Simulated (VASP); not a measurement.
Crystal: GaCuSe2.

```
Se Ga Cu
1.0
    -2.80955    2.80955    5.51300
     2.80955   -2.80955    5.51300
     2.80955    2.80955   -5.51300
Se Ga Cu
4 2 2
Direct
  0.12562 0.62500 0.00062
  0.87500 0.87438 0.49938
  0.62438 0.12500 0.99938
  0.37500 0.37562 0.50062
  0.25000 0.75000 0.50000
  0.50000 0.50000 0.00000
  0.75000 0.25000 0.50000
  0.00000 0.00000 0.00000
```

| Item | Value |
| --- | --- |
| Program | VASP 6.6.1 |
| Task | relaxation of cell and atoms |
| Functional | PBE |
| Potentials or basis | VASP PAW PBE potentials, release 64 (Se, Ga_d, Cu) |
| Cutoff | 600 eV |
| k mesh | 6 × 6 × 6 |
| Occupations | gaussian, width 0.02 eV |
| Spin | no spin polarisation |

At the start: pressure 3.0 GPa; volume 21.76 Å³/atom.

Problem. Where does the relaxation end?

Solution. Over 10 steps the energy falls by 11.9 meV/atom and the volume is 22.72 Å³/atom (+4.4 %); space group I-42d (No. 122, to 0.05 Å).

Step by step:
| step | energy change (eV) | largest force (eV/Å) | pressure (GPa) | volume (Å³) |
| --- | --- | --- | --- | --- |
| 1 | 0.0000 | 0.3791 | 3.02 | 174.07 |
| 2 | -0.0818 | 0.1244 | -0.79 | 184.60 |
| 3 | -0.0866 | 0.1658 | -0.25 | 182.55 |
| 4 | -0.0866 | 0.1684 | -0.15 | 182.38 |
| 5 | -0.0916 | 0.1049 | -0.05 | 182.02 |
| 6 | -0.0947 | 0.0240 | 0.04 | 181.57 |
| 7 | -0.0950 | 0.0038 | 0.09 | 181.41 |
| 8 | -0.0953 | 0.0086 | -0.02 | 181.79 |
| 9 | -0.0953 | 0.0105 | -0.06 | 181.93 |
| 10 | -0.0955 | 0.0051 | -0.01 | 181.79 |

Final structure:
```
Se Ga Cu
1.0
    -2.84062    2.84062    5.63213
     2.84062   -2.84062    5.63213
     2.84062    2.84062   -5.63213
Se Ga Cu
4 2 2
Direct
  0.11905 0.62500 0.99405
  0.87500 0.88095 0.50595
  0.63095 0.12500 0.00595
  0.37500 0.36905 0.49405
  0.25000 0.75000 0.50000
  0.50000 0.50000 0.00000
  0.75000 0.25000 0.50000
  0.00000 0.00000 0.00000
```
